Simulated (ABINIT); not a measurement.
Here is an ABINIT 10.8.3 (patched build) calculation.

File run.abi:

```
# Pseudopotentials
pp_dirpath "./"
pseudos "Al.GGA_PBE-JTH.xml"

# Structure
acell 5.208220536 5.208220536 5.208220536
rprim
    -0.5773502692     0.5773502692     0.5773502692
     0.5773502692    -0.5773502692     0.5773502692
     0.5773502692     0.5773502692    -0.5773502692
ntypat 1
znucl 13
natom 1
typat 1
xred
     0.0000000000     0.0000000000     0.0000000000

# Plane-wave basis
ecut 489.804952 eV
pawecutdg 36.0
pawxcdev 0

# k points
kptopt 1
ngkpt 12 12 12
nshiftk 1
shiftk 0.0 0.0 0.0

# Exchange and correlation
ixc 11

# Bands and occupations
nband 6
occopt 3
tsmear 0.05 eV

# SCF cycle
nstep 100
tolvrs 1.0e-9

# Output
iomode 3
prtwf 0
prtden 0
prteig 0
prtebands 0
enunit 1
```

Potentials or basis: JTH PAW PBE v2.0.

Run with:

```sh
$ abinit run.abi > log 2>&1
```

(1) Predict the band gap on the k mesh.

(2) Predict the pressure.

Results:

(1) none (metal or under the smearing width).

(2) 3.7 GPa.
